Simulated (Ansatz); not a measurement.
An input for Ansatz 0.2.0 (TiO2 (P3_121)):

```yaml
crystal:
  lattice:
    - [5.291, 0.0, 0.0]
    - [-2.6455, 4.5821404114, 0.0]
    - [0.0, 0.0, 6.133]
  atoms:
    - { symbol: Ti, position: [0.4584369692, 0.0, 0.3333333333] }
    - { symbol: Ti, position: [0.0, 0.4584369692, 0.6666666667] }
    - { symbol: Ti, position: [0.5415630308, 0.5415630308, 0.0] }
    - { symbol: O, position: [0.4119210658, 0.2878300503, 0.2237616203] }
    - { symbol: O, position: [0.7121699497, 0.1240910155, 0.5570949537] }
    - { symbol: O, position: [0.8759089845, 0.5880789342, 0.890428287] }
    - { symbol: O, position: [0.2878300503, 0.4119210658, 0.7762383797] }
    - { symbol: O, position: [0.1240910155, 0.7121699497, 0.4429050463] }
    - { symbol: O, position: [0.5880789342, 0.8759089845, 0.109571713] }
kpoints:
  mp_grid: { grid: [6, 6, 4] }
hamiltonian:
  xc: lda
scf:
  occupations: { method: fixed }
dielectric: {}
```

```sh
ansatz run input.yaml --threads 3 --pin off --max-ram 92160MiB --backend cuda --events-out ev --progress --plain --runs-dir out --devices 1 --max-vram 13GiB  # rebuilt from the run's record
```

Q: Estimate wall time and host memory on 1 × NVIDIA H100 80GB HBM3 (shared by 6 runs) with 3 threads of AMD EPYC 7R13 (Zen 3), shared host.

It took 43 s; on shared hardware allow 22 s to 86 s. Peak host memory was 2.3 GiB.

[Paths, hosts, dates, memory and timing lines, banners, echoed tables and standing remarks are left out of the program output.]

[Logs are printed without paths, hosts, clocks, repeated set-up lines and the standing remarks that a program may print on its own settings, such as how far it seeks lower states.]

[Runs of the session that timed out or met a known fault of the program may be left out.]

[Cells called generated may have been cut or substituted from an entry of the Crystallography Open Database or the Materials Project.]

[Hosts, paths, dates, database ids (printed as entryN), source tags and the programs' standing remarks are cut or masked in the printed files.]
